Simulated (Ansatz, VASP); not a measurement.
Ag: VASP beside Ansatz

```
CELL_PARAMETERS angstrom
0.00000 2.04310 2.04310
2.04310 0.00000 2.04310
2.04310 2.04310 0.00000
ATOMIC_POSITIONS crystal
Ag 0.00000 0.00000 0.00000
```

Alike in both runs: task single point; functional PBE; k mesh 15 × 15 × 15; occupations fermi-dirac, width 0.03 eV; no spin polarisation.

|  | VASP | Ansatz |
| --- | --- | --- |
| version | VASP 6.6.1 | Ansatz 0.2.0 |
| potentials or method | VASP PAW PBE potentials, release 64 (Ag), cutoff 520 eV | all-electron LAPW, non-relativistic |

VASP gave:

* pressure (GPa): 4.4

Task: Estimate Ansatz's values.

Result: Pressure (GPa): 11.9.

One of these differences is far larger than is usual between the two programs; its cause wasn't traced. Ansatz ran all-electron here, so the differences hold the error of VASP's frozen core and of both bases.
